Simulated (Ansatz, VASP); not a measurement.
**K: VASP beside Ansatz**

Contents of POSCAR:

```
K
1.0
    4.2544529358      0.0000000000      0.0000000000
    0.0000000000      4.2544529358      0.0000000000
    0.0000000000      0.0000000000      4.4246310532
K
1
Direct
    0.0000000000      0.0000000000      0.0000000000
```

The input INCAR.step1:

```
PREC = Accurate ; ENCUT = 520
ISMEAR = -1 ; SIGMA = 0.02
LREAL = False ; LASPH = True
NELM = 100 ; NBANDS = 10
GGA = PE ; ALGO = Normal
EDIFF = 1E-4 ; LWAVE = True
LCHARG = False
```

Contents of INCAR.step2:

```
PREC = Accurate ; ENCUT = 520
EDIFF = 1E-6 ; ISMEAR = -1
SIGMA = 0.02 ; LREAL = False
LASPH = True ; NELM = 100
ALGO = Normal ; ISIF = 2
LWAVE = False ; LCHARG = False
METAGGA = R2SCAN ; LMIXTAU = True
IVDW = 13 ; VDW_S6 = 1.0
VDW_S8 = 0.6018749 ; VDW_A1 = 0.51559235
VDW_A2 = 5.77342911 ; NBANDS = 10
ISTART = 1
```

File KPOINTS:

```
Automatic mesh
0
Gamma
  7 7 7
```

Input for Ansatz:

```yaml
crystal:
  lattice:
    - [4.254452935784078, 0.0, 0.0]
    - [0.0, 4.254452935784078, 0.0]
    - [0.0, 0.0, 4.424631053215441]
  atoms:
    - { symbol: K, position: [0.0, 0.0, 0.0] }
kpoints:
  mp_grid:
    grid: [7, 7, 7]
hamiltonian:
  xc: r2scan
  dispersion: d4
  pseudopotentials:
    kind: nc
scf:
  n_extra_bands: 4
  lower_state_search: "off"
  occupations:
    method: fermi_dirac
    width: 0.02
```

This isn't the form of K at room conditions, which is bcc.

Alike in both runs: task single point; functional r2SCAN; dispersion D4; k mesh 7 × 7 × 7; occupations fermi-dirac, width 0.02 eV; no spin polarisation.

```csv
,VASP,Ansatz
version,VASP 6.6.1,Ansatz 0.2.0
potentials or method,"VASP PAW PBE potentials, release 64 (K_sv)","plane waves, norm-conserving potentials"
plane-wave cutoff (eV),520,1240
valence electrons in the cell,9,9
```

```tsv
	VASP	Ansatz	Ansatz less VASP
dispersion energy (meV/atom)	-19.4	-19.4	-0.07
```
